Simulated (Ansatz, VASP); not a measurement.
## One calculation of GaP, two programs

File INCAR:

```
PREC = Accurate
ENCUT = 520
EDIFF = 1E-6
ISMEAR = 0
SIGMA = 0.2
LREAL = False
LASPH = True
NELM = 60
ALGO = Normal
ISIF = 2
LWAVE = False
LCHARG = False
GGA = PE
NBANDS = 46
```

The input KPOINTS:

```
regular mesh
0
Gamma
  6 6 2
```

The input POSCAR:

```
GaP
1.0
    3.8179713029      0.0000000000      0.0000000000
   -1.9089856514      3.3064601392      0.0000000000
    0.0000000000      0.0000000000     12.6524336544
Ga P
4 4
Direct
    0.3333333333      0.6666666667      0.3368559955
    0.3333333333      0.6666666667      0.8368559955
    0.6666666667      0.3333333333      0.1631440045
    0.6666666667      0.3333333333      0.6631440045
    1.0000000000      0.0000000000      0.4132401915
    1.0000000000      0.0000000000      0.9132401915
    0.0000000000      0.0000000000      0.0867598085
    0.0000000000      1.0000000000      0.5867598085
```

Input for Ansatz:

```yaml
crystal:
  lattice:
    - [3.8179713029, 0.0, 0.0]
    - [-1.9089856514, 3.3064601392, 0.0]
    - [0.0, 0.0, 12.6524336544]
  atoms:
    - { symbol: Ga, position: [0.3333333333, 0.6666666667, 0.3368559955] }
    - { symbol: Ga, position: [0.3333333333, 0.6666666667, 0.8368559955] }
    - { symbol: Ga, position: [0.6666666667, 0.3333333333, 0.1631440045] }
    - { symbol: Ga, position: [0.6666666667, 0.3333333333, 0.6631440045] }
    - { symbol: P, position: [1.0, 0.0, 0.4132401915] }
    - { symbol: P, position: [1.0, 0.0, 0.9132401915] }
    - { symbol: P, position: [0.0, 0.0, 0.0867598085] }
    - { symbol: P, position: [0.0, 1.0, 0.5867598085] }
basis:
  ecutwfc: 420
kpoints:
  mp_grid: { grid: [6, 6, 2] }
hamiltonian:
  xc: pbe
scf:
  occupations: { method: gaussian, width: 0.2 }
  lower_state_search: "off"
output:
  forces: true
  stress: true
  eigenvalues: true
```

Alike in both runs: task single point; functional PBE; k mesh 6 × 6 × 2; occupations gaussian, width 0.2 eV; no spin polarisation.

```csv
,VASP,Ansatz
version,VASP 6.6.1,Ansatz 0.2.0
potentials or method,"VASP PAW PBE potentials, release 64 (Ga_d, P)","scalar-relativistic, plane waves, PAW"
plane-wave cutoff (eV),520,420
valence electrons in the cell,72,72
```

|  | VASP | Ansatz | Ansatz less VASP |
| --- | --- | --- | --- |
| gap on the k mesh at the Fermi level (eV) | none | none | - |
| pressure (GPa) | 0.1 | 0.1 | +0.06 |
| largest component of the traceless stress (GPa) | 0.10 | 0.20 | +0.097 |
| rms of the force components (eV/Å) | 0.041 | 0.028 | -0.0125 |

Atom by atom the forces differ by 0.017 eV/Å (rms over components). A gap of «none» marks a metal or a gap that the smearing closes.
